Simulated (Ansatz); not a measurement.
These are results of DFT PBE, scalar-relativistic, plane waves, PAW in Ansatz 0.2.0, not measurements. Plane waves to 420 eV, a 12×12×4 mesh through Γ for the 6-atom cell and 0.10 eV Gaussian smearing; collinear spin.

Formation energies are uncorrected and refer to the elements' standard structures at the same level.

Problem. Propose a candidate for a hexagonal metal made of Al and Sc, with a formation energy near −0.05 eV/atom, a density near 2.97 g/cm³ and a net moment near 0.2 μB per atom, in a cell of 6 atoms.

Solution. Sc₅Al, space group P-6m2 (No. 187). Around Sc on a site of symmetry 3m lie 12 Sc at 3.23–3.26 Å; Sc on a second site of symmetry 3m has 3 Al at 3.02 Å and 9 Sc at 3.26 Å; Sc on a site of symmetry -6m2 is surrounded by 12 Sc at 3.23–3.26 Å; around Al lie 6 Sc at 3.02 Å and 6 Al at 3.26 Å.

```cif
data_structure
_symmetry_space_group_name_H-M 'P-6m2'
_symmetry_Int_Tables_number 187
_cell_length_a 3.2632
_cell_length_b 3.2632
_cell_length_c 15.2879
_cell_angle_alpha 90.000
_cell_angle_beta 90.000
_cell_angle_gamma 120.000
_cell_volume 140.98
loop_
_atom_site_label
_atom_site_type_symbol
_atom_site_symmetry_multiplicity
_atom_site_Wyckoff_symbol
_atom_site_fract_x
_atom_site_fract_y
_atom_site_fract_z
_atom_site_occupancy
Sc1 Sc 2 g 0.00000 0.00000 0.67123 1
Sc2 Sc 2 h 0.33333 0.66667 0.84562 1
Sc3 Sc 1 d 0.33333 0.66667 0.50000 1
Al1 Al 1 a 0.00000 0.00000 0.00000 1
```

The volume per atom is 23.50 Å³ and the density is 2.97 g/cm³. The energy over the elements is −0.05 eV/atom and the gap on the 12×12×4 mesh of the 6-atom cell is 0 eV (a metal). The net moment per atom is 0.19 μB and the moment by site is Sc 0.2 (×3) μB.

The structure comes from a generated guess, relaxed at this level; another structure or a mixture of phases may lie lower. The answer needn't be unique; the calculation gave this one.

Another magnetic order may lie lower. A structure relaxed within its symmetry needn't be a true minimum. Another cell of Sc5Al relaxed alike but without spin, in P4/mmm, lies 78 meV/atom lower, so this cell isn't the stable form at this level. Site moments count only spheres around the atoms; the net moment includes the space between them.
